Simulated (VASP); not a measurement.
# Al2O3 (Corundum) (R-3c) in VASP: further runs

The runs below take Al2O3 (Corundum) through single point, with LDA.

Everything below comes from runs of VASP 6.6.1. Logs are shortened: lines on timing, memory, paths and dates and some standing lists are left out, and cuts for length are marked.

### Step 1. The structure

It takes space group R-3c (No. 167, trigonal). Conventional cell: a = 4.760 Å, b = 4.760 Å, c = 12.996 Å, α = 90.00°, β = 90.00°, γ = 120.00°. Al (site symmetry 3) has 6 O at 1.85 to 1.97 Å as nearest neighbours. O (site symmetry 2) is surrounded by 4 Al at 1.85 to 1.97 Å.

### Step 2. Single point, LDA

INCAR

```
SYSTEM = Al2O3
  PREC = Accurate
  ENCUT = 280
  EDIFF = 1E-7
  ISMEAR = 0
  SIGMA = 0.05
  LREAL = .False.
  LASPH = .True.
  NELM = 100
  ALGO = Normal
  ISIF = 2
  LWAVE = .False.
  LCHARG = .False.
  GGA = CA
  NBANDS = 35
  ADDGRID = .False.
```

KPOINTS

```
Automatic mesh
0
Gamma
  6 6 6
  0 0 0
```

POSCAR

```
Al2O3
1.0
    2.3802500000      1.3742379782      4.3318666667
   -2.3802500000      1.3742379782      4.3318666667
    0.0000000000     -2.7484759565      4.3318666667
Al O
4 6
Direct
    0.8521600000      0.8521600000      0.8521600000
    0.6478400000      0.6478400000      0.6478400000
    0.1478400000      0.1478400000      0.1478400000
    0.3521600000      0.3521600000      0.3521600000
    0.0566800000      0.7500000000      0.4433200000
    0.7500000000      0.4433200000      0.0566800000
    0.4433200000      0.0566800000      0.7500000000
    0.9433200000      0.2500000000      0.5566800000
    0.2500000000      0.5566800000      0.9433200000
    0.5566800000      0.9433200000      0.2500000000
```

Potentials or basis: VASP PAW LDA potentials, release 64 (Al, O).

The run is started by

```console
$ cat potpaw_LDA.64/Al/POTCAR potpaw_LDA.64/O/POTCAR > POTCAR
$ mpirun -np 1 vasp_std > vasp.out
```

OUTCAR:

```text
SYSTEM = Al2O3
   PREC = Accurate
   ENCUT = 280
   EDIFF = 1E-7
   ISMEAR = 0
   LREAL = .False.
   LASPH = .True.
   NELM = 100
   ISIF = 2
   GGA = CA

 Found     32 irreducible k-points:

 Following reciprocal coordinates:
            Coordinates               Weight
  0.000000  0.000000  0.000000      1.000000
  0.166667  0.000000  0.000000      6.000000
  0.333333 -0.000000 -0.000000      6.000000
  0.500000 -0.000000 -0.000000      3.000000
  0.166667  0.166667  0.000000      6.000000
  0.333333  0.166667 -0.000000     12.000000
   k-points           NKPTS =     32   k-points in BZ     NKDIM =     32   number of bands    NBANDS=     35
   number of dos      NEDOS =    301   number of ions     NIONS =     10
   total plane-waves  NPLWV =  21952
   dimension x,y,z NGX =    28 NGY =   28 NGZ =   28
   dimension x,y,z NGXF=    56 NGYF=   56 NGZF=   56
   ions per type =               4   6
   NGX,Y,Z   is equivalent  to a cutoff of   9.07,  9.07,  9.07 a.u.
   NGXF,Y,Z  is equivalent  to a cutoff of  18.15, 18.15, 18.15 a.u.
 SYSTEM =  Al2O3
   PREC   = accura    normal or accurate (medium, high low for compatibility)
   ISTART =      0    job   : 0-new  1-cont  2-samecut
   ICHARG =      2    charge: 1-file 2-atom 10-const
   ISPIN  =      1    spin polarized calculation?
   LNONCOLLINEAR =      F non collinear calculations
   LSORBIT =      F    spin-orbit coupling
   LASPH  =      T    aspherical Exc in radial PAW
   ENCUT  =  280.0 eV  20.58 Ry    4.54 a.u.   7.00  7.00  7.00*2*pi/ulx,y,z
   NELM   =    100;   NELMIN=  2; NELMDL= -5     # of ELM steps
   EDIFF  = 0.1E-06   stopping-criterion for ELM
   LREAL  =      F    real-space projection
   EDIFFG = 0.1E-05   stopping-criterion for IOM
   NSW    =      0    number of steps for IOM
   IBRION =     -1    ionic relax: 0-MD 1-quasi-New 2-CG
   NFREE  =      0    steps in history (QN), initial steepest desc. (CG)
   ISIF   =      2    stress and relaxation
   ISYM   =      2    0-nonsym 1-usesym 2-fastsym
   POTIM  = 0.5000    time-step for ionic-motion
   TEBEG  =    0.0;   TEEND  =   0.0 temperature during run
   PSTRESS=    0.0 pullay stress
   NELECT =      48.0000    total number of electrons
   NUPDOWN=      -1.0000    fix difference up-down
   EMIN   =  10.00;   EMAX   =-10.00  energy-range for DOS
   EFERMI =   0.00;   METHOD = LEGACY
   ISMEAR =     0;   SIGMA  =   0.05  broadening in eV -4-tet -1-fermi 0-gaus
   EFERMI_NEDOS =   21; number of points for ismear=-14 and -15
   IALGO  =     38    algorithm
   IMIX   =      4    mixing-type and parameters
     AMIX     =   0.40;   BMIX     =  1.00
     AMIX_MAG =   1.60;   BMIX_MAG =  1.00
  volume/ion in A,a.u.               =       8.50        57.37
  Fermi-wavevector in a.u.,A,eV,Ry     =   1.353064  2.556920 24.909299  1.830782
  Thomas-Fermi vector in A             =   2.480350
   LORBIT       =      0    0 simple, 1 ext, 2 COOP (PROOUT), +10 PAW based schemes
   GGA     = CA    functional components
   LHFCALC =     F    Hartree Fock is set to
   AEXX    =    0.0000 exact exchange contribution
   IVDW    =     0    specifies the selected vdW correction
   LEPSILON=     F    determine dielectric tensor
   LRPA    =     F    only Hartree local field effects (RPA)
 non-spin polarized calculation
 Gauss-broadening in eV      SIGMA  =   0.05
  energy-cutoff  :      280.00
  volume of cell :       85.02
 maximum number of plane-waves:       927
   NGX = 13   NGY = 13   NGZ = 13

 number of electron      48.0000068 magnetization

 Free energy of the ion-electron system (eV)
  ---------------------------------------------------
  ext. energy  EPLUGINS =         0.00000000
  ---------------------------------------------------
  free energy    TOTEN  =       -84.12804339 eV

  energy without entropy =      -84.12804339  energy(sigma->0) =      -84.12804339

 E-fermi :   5.9867     XC(G=0): -12.1676

 val. band max:        5.7451703887   @ k =   0.0000   0.0000   0.0000
 cond. band min:      11.8275413052   @ k =   0.0000   0.0000   0.0000
 fundamental gap:      6.0823709165
 Fermi energy:         5.9866808280

 k-point     1 :       0.0000    0.0000    0.0000
  band No.  band energies     occupation
      1     -13.3883      2.00000
      2     -10.9917      2.00000
      3     -10.7264      2.00000
      4     -10.7264      2.00000
      5     -10.4076      2.00000
      6     -10.4076      2.00000
[... 27 lines left out ...]
     34      19.3419      0.00000
     35      20.3783      0.00000

 k-point     2 :       0.1667    0.0000    0.0000
  band No.  band energies     occupation
      1     -13.2368      2.00000
      2     -11.0811      2.00000
      3     -10.8031      2.00000
      4     -10.7525      2.00000
      5     -10.4726      2.00000
      6     -10.4079      2.00000
[... 27 lines left out ...]
     34      18.7092      0.00000
     35      20.0706      0.00000

 k-point     3 :       0.3333   -0.0000   -0.0000
  band No.  band energies     occupation
      1     -12.8228      2.00000
      2     -11.5521      2.00000
      3     -10.7783      2.00000
      4     -10.7400      2.00000
      5     -10.6131      2.00000
      6     -10.4661      2.00000
[... 27 lines left out ...]
     34      19.1795      0.00000
     35      19.2215      0.00000

 k-point     4 :       0.5000   -0.0000   -0.0000
  band No.  band energies     occupation
      1     -12.2150      2.00000
      2     -12.2150      2.00000
      3     -10.7362      2.00000
      4     -10.7362      2.00000
      5     -10.6004      2.00000
      6     -10.6004      2.00000
[... 27 lines left out ...]
     34      18.4582      0.00000
     35      18.8312      0.00000

 k-point     5 :       0.1667    0.1667    0.0000
  band No.  band energies     occupation
      1     -13.1992      2.00000
      2     -11.0885      2.00000
      3     -10.8462      2.00000
      4     -10.7457      2.00000
      5     -10.5379      2.00000
      6     -10.3865      2.00000
[... 27 lines left out ...]
     34      18.9569      0.00000
     35      19.8662      0.00000

 k-point     6 :       0.3333    0.1667   -0.0000
  band No.  band energies     occupation
      1     -12.8859      2.00000
      2     -11.3344      2.00000
      3     -10.9126      2.00000
      4     -10.7596      2.00000
      5     -10.7313      2.00000
      6     -10.3744      2.00000
[... 27 lines left out ...]
     34      19.0109      0.00000
     35      19.4565      0.00000

 [... further k-points ...]
[... 5 lines left out ...]
  --------------------------------------------------------------------------------------
  -------------------------------------------------------------------------------------
  Total      -40.1852417    -40.1852417    -40.7281942      0.0000000      0.0000000     -0.0000000
  in kB     -757.2971377   -757.2971377   -767.5291623      0.0000000      0.0000000     -0.0000000
  external PRESSURE =    -760.7078126 kB  Pullay stress =       0.0000000 kB

 VOLUME and BASIS-vectors are now :
 -----------------------------------------------------------------------------
  energy-cutoff  :      280.00
  volume of cell :       85.02
      direct lattice vectors                 reciprocal lattice vectors
     2.380250000  1.374237978  4.331866667     0.210061968  0.121279334  0.076949121
    -2.380250000  1.374237978  4.331866667    -0.210061968  0.121279334  0.076949121
     0.000000000 -2.748475957  4.331866667     0.000000000 -0.242558668  0.076949121

 POSITION                                       TOTAL-FORCE (eV/Angst)
 -----------------------------------------------------------------------------------
      0.00000     -0.00000     11.07433        -0.000000      0.000000     -0.010733
      0.00000     -0.00000      8.41907        -0.000000     -0.000000      0.010733
      0.00000     -0.00000      1.92127        -0.000000     -0.000000      0.010733
      0.00000     -0.00000      4.57653        -0.000000      0.000000     -0.010733
     -1.65027     -0.10988      5.41483        -0.003481     -0.006029     -0.000000
      0.72998      1.48412      5.41483        -0.003481      0.006029     -0.000000
      0.92030     -1.37424      5.41483         0.006961      0.000000     -0.000000
      1.65027      0.10988      7.58077         0.003481      0.006029     -0.000000
     -0.72998     -1.48412      7.58077         0.003481     -0.006029     -0.000000
     -0.92030      1.37424      7.58077        -0.006961      0.000000     -0.000000
 -----------------------------------------------------------------------------------
    total drift:                               -0.000000      0.000000     -0.000000

  FREE ENERGIE OF THE ION-ELECTRON SYSTEM (eV)
  ---------------------------------------------------
  free  energy   TOTEN  =       -84.1280433871 eV

  energy  without entropy=      -84.1280433871  energy(sigma->0) =      -84.12804339
```

Wall time 19 s (1 thread of Intel Xeon 6975P-C (Granite Rapids), shared host); peak memory 0.14 GiB.

The run converged, but a check on its numbers failed (symmetry, net force, bounds or a known fault of this set-up), so they aren't taken as properties of the crystal.

Caveat: the cutoff lies under the usual one of these potentials, so the numbers hold a large basis-set error; a pressure of tens of GPa on the cell as given is suspect, and the run, the potentials or the cell itself is likely at fault.

### Step 3. Single point, LDA

INCAR: that of step 2 with these lines changed.

```diff
@@ -2,3 +2,3 @@
   PREC = Accurate
-  ENCUT = 280
+  ENCUT = 460
   EDIFF = 1E-7
```

KPOINTS

```
Automatic mesh
0
Gamma
  5 5 5
  0 0 0
```

POSCAR is that of step 2.

Potentials or basis: VASP PAW LDA potentials, release 64 (Al, O).

The run is started by

```console
$ cat potpaw_LDA.64/Al/POTCAR potpaw_LDA.64/O/POTCAR > POTCAR
$ mpirun -np 1 vasp_std > vasp.out
```

It took 20 s on 1 thread of Intel Xeon 6975P-C (Granite Rapids), shared host; peak memory 0.18 GiB.

The run converged, but some of its settings lie outside the range that counts as converged, so its numbers aren't taken as properties of the crystal.

Results:

```
Free energy            : -83.1108 eV
Pressure               : -5.3 GPa
Largest force          : 0.122 eV/Å
Band gap on the k mesh : 6.17 eV, direct
```

Caveat: the cutoff is under 1.25 times the usual one of these potentials, so pressure, stress and relaxed cells hold a basis-set (Pulay) error.

### Step 4. Single point, LDA

INCAR: that of step 3 with these lines changed.

```diff
@@ -2,3 +2,3 @@
   PREC = Accurate
-  ENCUT = 460
+  ENCUT = 900
   EDIFF = 1E-7
```

KPOINTS

```
Automatic mesh
0
Gamma
  4 4 4
  0 0 0
```

POSCAR is that of step 3.

The run is started by

```console
$ cat potpaw_LDA.64/Al/POTCAR potpaw_LDA.64/O/POTCAR > POTCAR
$ mpirun -np 1 vasp_std > vasp.out
```

It took 42 s on 1 thread of Intel Xeon 6975P-C (Granite Rapids), shared host; peak memory 0.28 GiB.

The run converged, but some of its settings lie outside the range that counts as converged, so its numbers aren't taken as properties of the crystal.

What came out:

* Free energy: -83.1472 eV
* Pressure: -4.5 GPa
* Largest force: 0.128 eV/Å
* Band gap on the k mesh: 6.17 eV, direct

### Step 5. Single point, LDA

INCAR: that of step 4 with these lines changed.

```diff
@@ -2,5 +2,5 @@
   PREC = Accurate
-  ENCUT = 900
+  ENCUT = 460
   EDIFF = 1E-7
-  ISMEAR = 0
+  ISMEAR = -5
   SIGMA = 0.05
```

KPOINTS

```
Automatic mesh
0
Gamma
  6 6 6
  0 0 0
```

POSCAR is that of step 4.

The run is started by

```console
$ cat potpaw_LDA.64/Al/POTCAR potpaw_LDA.64/O/POTCAR > POTCAR
$ mpirun -np 1 vasp_std > vasp.out
```

It took 31 s on 1 thread of Intel Xeon 6975P-C (Granite Rapids), shared host; peak memory 0.19 GiB.

The run converged, but some of its settings lie outside the range that counts as converged, so its numbers aren't taken as properties of the crystal.

Results:

| Property | Result |
| --- | --- |
| Free energy | -83.1107 eV |
| Pressure | -5.3 GPa |
| Largest force | 0.122 eV/Å |
| Band gap on the k mesh | 6.17 eV, direct |

Caveat: the cutoff is under 1.25 times the usual one of these potentials, so pressure, stress and relaxed cells hold a basis-set (Pulay) error.

### Step 6. Single point, LDA

INCAR: that of step 5 with these lines changed.

```diff
@@ -1,6 +1,6 @@
 SYSTEM = Al2O3
-  PREC = Accurate
-  ENCUT = 460
+  PREC = Normal
+  ENCUT = 520
   EDIFF = 1E-7
-  ISMEAR = -5
+  ISMEAR = 0
   SIGMA = 0.05
```

KPOINTS is that of step 5.

POSCAR is that of step 5.

Potentials or basis: VASP PAW LDA potentials, release 64 (Al, O).

The run is started by

```console
$ cat potpaw_LDA.64/Al/POTCAR potpaw_LDA.64/O/POTCAR > POTCAR
$ mpirun -np 1 vasp_std > vasp.out
```

Run time: 29 s. Hardware: 1 thread of Intel Xeon 6975P-C (Granite Rapids), shared host; peak memory 0.18 GiB.

These settings aren't checked as converged: the numbers below hold their error.

Results:

```
Free energy            : -83.0835 eV
Pressure               : -4.5 GPa
Largest force          : 0.124 eV/Å
Band gap on the k mesh : 6.17 eV, direct
```

### Step 7. The reference run

An earlier run on the cell as given: functional PBE; potentials or basis VASP PAW PBE potentials, release 64 (Al, O); cutoff 520 eV; k mesh 7 × 7 × 7; occupations fermi-dirac, width 0.05 eV; no spin polarisation.

- Pressure: 7.2 GPa
- Largest force: 0.027 eV/Å
- Band gap on the k mesh: 6.22 eV, direct
